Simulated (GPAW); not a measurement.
# SnTe (Fm-3m) in GPAW: convergence with displacement (A) or strain

Aim: find how far displacement (A) or strain must go before the results for SnTe settle, at PBE+D3(BJ). This setting moves, with any that are tied to it; all else stays.

Everything below comes from runs of GPAW 26.7.0. Logs are shortened: lines on timing, memory, paths and dates and some standing lists are left out, and cuts for length are marked. The log counts tension as positive stress, the text compression.

### Step 1. The structure

Symmetry: Fm-3m, No. 225, cubic system. The conventional cell has a = 6.302 Å, b = 6.302 Å, c = 6.302 Å, α = 90.00°, β = 90.00°, γ = 90.00°. Around Te (site symmetry m-3m) lie 6 Sn at 3.15 Å. Sn (site symmetry m-3m) is surrounded by 6 Te at 3.15 Å.

### Step 2. With displacement (A) or strain 0.0005

run.py reads:

```python
import json
import numpy as np
import spglib
from ase import Atoms
from ase.calculators.mixing import SumCalculator
from ase.constraints import FixSymmetry
from ase.filters import FrechetCellFilter
from ase.io import write
from ase.optimize import BFGS
from ase.stress import full_3x3_to_voigt_6_stress, voigt_6_to_full_3x3_strain, voigt_6_to_full_3x3_stress
from ase.units import GPa
from dftd3.ase import DFTD3
from gpaw import GPAW, PW

atoms = Atoms(['Te', 'Sn'],
              cell=[[0.0, 3.15085, 3.15085],
                    [3.15085, 0.0, 3.15085],
                    [3.15085, 3.15085, 0.0]],
              scaled_positions=[[0.5, 0.5, 0.5],
                                [0.0, 0.0, 0.0]],
              pbc=True)

calc = GPAW(mode=PW(450),
            xc='PBE',
            kpts={'size': (6, 6, 6), 'gamma': True},
            occupations={'name': 'fermi-dirac', 'width': 0.05},
            nbands=19,
            convergence={'density': 1e-06, 'eigenstates': 1e-09},
            maxiter=150,
            symmetry={'tolerance': 0.001},
            txt='gpaw.txt')
atoms.calc = SumCalculator([calc, DFTD3(method='pbe', damping='d3bj')])
atoms.set_constraint(FixSymmetry(atoms))
BFGS(FrechetCellFilter(atoms), trajectory='relax.traj', logfile='-').run(fmax=0.005, steps=40)
atoms.set_constraint()
energy = atoms.get_potential_energy()
forces = atoms.get_forces()
stress = atoms.get_stress()
calc.write('gs.gpw')
write('result.traj', atoms)
print('Cell:', atoms.cell.cellpar().round(4))
print(atoms.get_scaled_positions().round(5))

gpts = tuple(int(n) for n in calc.get_number_of_grid_points())
cell = atoms.cell[:].T
dataset = spglib.get_symmetry((atoms.cell[:], atoms.get_scaled_positions(), atoms.numbers), symprec=1e-4)
rotations = [cell @ w @ np.linalg.inv(cell) for w in dataset['rotations']]
strains, clamped, relaxed = [], [], []
for v in [0, 3]:
    for e in (-0.0005, 0.0005):
        voigt = np.zeros(6)
        voigt[v] = e
        F = voigt_6_to_full_3x3_strain(voigt)
        a = atoms.copy()
        a.set_cell(atoms.cell[:] @ F, scale_atoms=True)
        c = GPAW(mode=PW(450),
                 xc='PBE',
                 kpts={'size': (6, 6, 6), 'gamma': True},
                 occupations={'name': 'fermi-dirac', 'width': 0.05},
                 nbands=19,
                 convergence={'density': 1e-06, 'eigenstates': 1e-09},
                 maxiter=150,
                 symmetry={'tolerance': 0.001},
                 gpts=gpts,
                 txt=f'strain-{v}{e:+.3f}.txt')
        a.calc = SumCalculator([c, DFTD3(method='pbe', damping='d3bj')])
        s0 = s1 = a.get_stress() - stress
        BFGS(a, logfile=None).run(fmax=0.003, steps=25)
        s1 = a.get_stress() - stress
        print(v, e, 'clamped', (s0 / GPa).round(3), 'relaxed', (s1 / GPa).round(3), flush=True)
        for R in rotations:  # images under the point group
            eps = R @ (F - np.eye(3)) @ R.T
            strains.append(full_3x3_to_voigt_6_stress(eps) * [1, 1, 1, 2, 2, 2])
            for s, rows in ((s0, clamped), (s1, relaxed)):
                rows.append(full_3x3_to_voigt_6_stress(R @ voigt_6_to_full_3x3_stress(s) @ R.T))

C0, C = (np.linalg.lstsq(np.array(strains), np.array(s), rcond=None)[0].T / GPa for s in (clamped, relaxed))
print('Clamped-ion Cij (GPa):')
print(C0.round(1))
print('Relaxed-ion Cij (GPa):')
print(C.round(1))
json.dump({'clamped': C0.tolist(), 'relaxed': C.tolist()}, open('elastic.json', 'w'))
```

Potentials or basis: GPAW PAW data sets (gpaw-data 1.2.1), pw.

Command:

```
> OMP_NUM_THREADS=1 python run.py
```

Run time: 1.7 min. Hardware: 1 thread of Arm Neoverse V2, shared host; peak memory 0.23 GiB.

Results (log left out):

```yaml
Free_energy: -8.5690 eV
Relaxed_volume: 30.68 Å³/atom
Relaxed_cell: a = 4.427 Å, b = 4.427 Å, c = 4.427 Å, α = 60.00°, β = 60.00°, γ = 60.00°
Space_group_after_relaxing_to_0.05_Å: Fm-3m (No. 225)
Pressure_after_relaxing: 0.0 GPa
Band_gap_on_the_k_mesh: 0.17 eV, direct
Elastic_constants_C11_C12_C44: 142, 8, 11 GPa
Voigt_bulk_modulus: 52 GPa
Bulk_modulus_Hill: 52 GPa
Shear_modulus_Hill: 25 GPa
Young's_modulus: 65 GPa
Poisson's_ratio_from_the_elastic_constants: 0.29
Dispersion_energy_per_atom: -0.409 eV
```

### Step 3. With displacement (A) or strain 0.00125

Edit run.py of step 2 so:

```diff
@@ -49,3 +49,3 @@
 for v in [0, 3]:
-    for e in (-0.0005, 0.0005):
+    for e in (-0.00125, 0.00125):
         voigt = np.zeros(6)
```

Potentials or basis: GPAW PAW data sets (gpaw-data 1.2.1), pw.

Command:

```
> OMP_NUM_THREADS=1 python run.py
```

Run time: 100 s. Hardware: 1 thread of Arm Neoverse V2, shared host; peak memory 0.23 GiB.

The run converged. Its results:

* Free energy: -8.5690 eV
* Relaxed volume: 30.68 Å³/atom
* Relaxed cell: a = 4.427 Å, b = 4.427 Å, c = 4.427 Å, α = 60.00°, β = 60.00°, γ = 60.00°
* Space group after relaxing (to 0.05 Å): Fm-3m (No. 225)
* Pressure after relaxing: 0.0 GPa
* Band gap on the k mesh: 0.17 eV, direct
* Elastic constants C11, C12, C44: 140, 7, 10 GPa
* Voigt bulk modulus: 51 GPa
* Bulk modulus (Hill): 51 GPa
* Shear modulus (Hill): 23 GPa
* Young's modulus: 61 GPa
* Poisson's ratio (from the elastic constants): 0.30
* Dispersion energy per atom: -0.409 eV

### Step 4. With displacement (A) or strain 0.0025

Edit run.py of step 3 so:

```diff
@@ -49,3 +49,3 @@
 for v in [0, 3]:
-    for e in (-0.00125, 0.00125):
+    for e in (-0.0025, 0.0025):
         voigt = np.zeros(6)
```

Command:

```
> OMP_NUM_THREADS=1 python run.py
```

Run time: 1.7 min. Hardware: 1 thread of Arm Neoverse V2, shared host; peak memory 0.3 GiB.

It converged, with:

```
Free energy                                  : -8.5690 eV
Relaxed volume                               : 30.68 Å³/atom
Relaxed cell                                 : a = 4.427 Å, b = 4.427 Å, c = 4.427 Å, α = 60.00°, β = 60.00°, γ = 60.00°
Space group after relaxing (to 0.05 Å)       : Fm-3m (No. 225)
Pressure after relaxing                      : 0.0 GPa
Band gap on the k mesh                       : 0.17 eV, direct
Elastic constants C11, C12, C44              : 138, 6, 9 GPa
Voigt bulk modulus                           : 50 GPa
Bulk modulus (Hill)                          : 50 GPa
Shear modulus (Hill)                         : 22 GPa
Young's modulus                              : 58 GPa
Poisson's ratio (from the elastic constants) : 0.31
Dispersion energy per atom                   : -0.409 eV
```

### Step 5. With displacement (A) or strain 0.005

Edit run.py of step 4 so:

```diff
@@ -49,3 +49,3 @@
 for v in [0, 3]:
-    for e in (-0.0025, 0.0025):
+    for e in (-0.005, 0.005):
         voigt = np.zeros(6)
```

Command:

```
> OMP_NUM_THREADS=1 python run.py
```

Wall time 1.7 min (1 thread of Arm Neoverse V2, shared host); peak memory 0.3 GiB.

The run converged. Its results:

```
Free energy                                  : -8.5690 eV
Relaxed volume                               : 30.68 Å³/atom
Relaxed cell                                 : a = 4.427 Å, b = 4.427 Å, c = 4.427 Å, α = 60.00°, β = 60.00°, γ = 60.00°
Space group after relaxing (to 0.05 Å)       : Fm-3m (No. 225)
Pressure after relaxing                      : 0.0 GPa
Band gap on the k mesh                       : 0.17 eV, direct
Elastic constants C11, C12, C44              : 136, 6, 8 GPa
Voigt bulk modulus                           : 49 GPa
Bulk modulus (Hill)                          : 49 GPa
Shear modulus (Hill)                         : 22 GPa
Young's modulus                              : 56 GPa
Poisson's ratio (from the elastic constants) : 0.31
Dispersion energy per atom                   : -0.409 eV
```

### Step 6. With displacement (A) or strain 0.01

Edit run.py of step 5 so:

```diff
@@ -49,3 +49,3 @@
 for v in [0, 3]:
-    for e in (-0.005, 0.005):
+    for e in (-0.01, 0.01):
         voigt = np.zeros(6)
```

Potentials or basis: GPAW PAW data sets (gpaw-data 1.2.1), pw.

Command:

```
> OMP_NUM_THREADS=1 python run.py
```

It took 1.7 min on 1 thread of Arm Neoverse V2, shared host; peak memory 0.3 GiB.

It converged, with:

```
Free energy                                  : -8.5690 eV
Relaxed volume                               : 30.68 Å³/atom
Relaxed cell                                 : a = 4.427 Å, b = 4.427 Å, c = 4.427 Å, α = 60.00°, β = 60.00°, γ = 60.00°
Space group after relaxing (to 0.05 Å)       : Fm-3m (No. 225)
Pressure after relaxing                      : 0.0 GPa
Band gap on the k mesh                       : 0.17 eV, direct
Elastic constants C11, C12, C44              : 137, 6, 8 GPa
Voigt bulk modulus                           : 49 GPa
Bulk modulus (Hill)                          : 49 GPa
Shear modulus (Hill)                         : 22 GPa
Young's modulus                              : 57 GPa
Poisson's ratio (from the elastic constants) : 0.31
Dispersion energy per atom                   : -0.409 eV
```

### Step 7. With displacement (A) or strain 0.02

Edit run.py of step 6 so:

```diff
@@ -49,3 +49,3 @@
 for v in [0, 3]:
-    for e in (-0.01, 0.01):
+    for e in (-0.02, 0.02):
         voigt = np.zeros(6)
```

Command:

```
> OMP_NUM_THREADS=1 python run.py
```

It took 1.7 min on 1 thread of Arm Neoverse V2, shared host; peak memory 0.3 GiB.

It converged, with:

```
Free energy                                  : -8.5690 eV
Relaxed volume                               : 30.68 Å³/atom
Relaxed cell                                 : a = 4.427 Å, b = 4.427 Å, c = 4.427 Å, α = 60.00°, β = 60.00°, γ = 60.00°
Space group after relaxing (to 0.05 Å)       : Fm-3m (No. 225)
Pressure after relaxing                      : 0.0 GPa
Band gap on the k mesh                       : 0.17 eV, direct
Elastic constants C11, C12, C44              : 138, 5, 8 GPa
Voigt bulk modulus                           : 50 GPa
Bulk modulus (Hill)                          : 50 GPa
Shear modulus (Hill)                         : 22 GPa
Young's modulus                              : 58 GPa
Poisson's ratio (from the elastic constants) : 0.31
Dispersion energy per atom                   : -0.409 eV
```

(Continued in part 2 of 2.)
